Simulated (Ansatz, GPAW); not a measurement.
Given: the input of a run of Ansatz 0.2.0 on Bi. Atoms were shifted at random by some hundredths of an Å from the given cell, which wasn't relaxed again for these runs.

File input.yaml:

```yaml
crystal:
  lattice:
    - [4.6584121839, 0.0, 0.0]
    - [0.0, 4.52638858, 0.0]
    - [-0.3459734563, 0.0, 6.5119480672]
  atoms:
    - { symbol: Bi, position: [0.252499, 0.245627, 0.753672] }
    - { symbol: Bi, position: [0.748621, 0.752318, 0.249003] }
    - { symbol: Bi, position: [0.261305, 0.242559, 0.251097] }
    - { symbol: Bi, position: [0.742836, 0.735493, 0.75244] }
hamiltonian:
  xc: pbesol
  pseudopotentials: { kind: paw }
kpoints:
  mp_grid: { grid: [6, 6, 4] }
scf:
  occupations: { method: fermi_dirac, width: 0.05 }
output:
  forces: true
  stress: true
  eigenvalues: true
```

Potentials or basis: Ansatz PAW.

Command:

```console
$ ansatz run input.yaml --threads 1 --pin off --max-ram 3584MiB --backend cpu --events-out ev --progress --plain --runs-dir out
```

Problem. What does the same run look like in GPAW 26.7.0 (ASE script)? Potentials or basis there: PAW data sets generated for this functional, cutoff 600 eV.

Solution. As run (cutoffs and basis follow the program's own potentials, and thresholds, step limits or extra output files can differ):

Contents of run.py:

```python
from ase import Atoms
from ase.dft.bandgap import bandgap
from ase.io import write
from ase.units import GPa
from gpaw import GPAW, PW, setup_paths

setup_paths.insert(0, '.')

atoms = Atoms(['Bi', 'Bi', 'Bi', 'Bi'],
              cell=[[4.6584121839, 0.0, 0.0],
                    [0.0, 4.52638858, 0.0],
                    [-0.3459734563, 0.0, 6.5119480672]],
              scaled_positions=[[0.252499, 0.245627, 0.753672],
                                [0.748621, 0.752318, 0.249003],
                                [0.261305, 0.242559, 0.251097],
                                [0.742836, 0.735493, 0.75244]],
              pbc=True)

calc = GPAW(mode=PW(600),
            xc='PBEsol',
            kpts={'size': (6, 6, 4), 'gamma': True},
            occupations={'name': 'fermi-dirac', 'width': 0.05},
            nbands=46,
            convergence={'density': 1e-05, 'energy': 1e-05},
            maxiter=150,
            txt='gpaw.txt')
atoms.calc = calc
energy = atoms.get_potential_energy()
forces = atoms.get_forces()
stress = atoms.get_stress()
calc.write('gs.gpw')
write('result.traj', atoms)
print(f'Energy: {energy:.6f} eV')
print('Forces (eV/A):')
print(forces.round(4))
print('Stress (GPa):', (stress / GPa).round(3))
print('Fermi level:', round(calc.get_fermi_level(), 4), 'eV')
print(f'Gap: {bandgap(calc)[0]:.4f} eV, direct: {bandgap(calc, direct=True)[0]:.4f} eV')
```

Potentials or basis: PAW data sets generated in the run's folder for this functional, pw.

Command:

```bash
$ gpaw-setup -f PBEsol Bi
$ OMP_NUM_THREADS=1 python run.py
```

Both were run:

|  | Ansatz | GPAW |
| --- | --- | --- |
| Pressure | -1.3 GPa | -1.4 GPa |
| Largest force | 0.131 eV/Å | 0.133 eV/Å |

Ansatz's pressure holds a Pulay term of +0.03 GPa for its cutoff of 420 eV, which the other run lacks.

Ansatz's potentials were made for PBE.

Where Ansatz's input types no cutoff or centring, it takes its own default and a Γ-centred mesh.

The undisturbed cell isn't at this level's minimum, so the move can lower the energy.

Pressure is positive in compression.
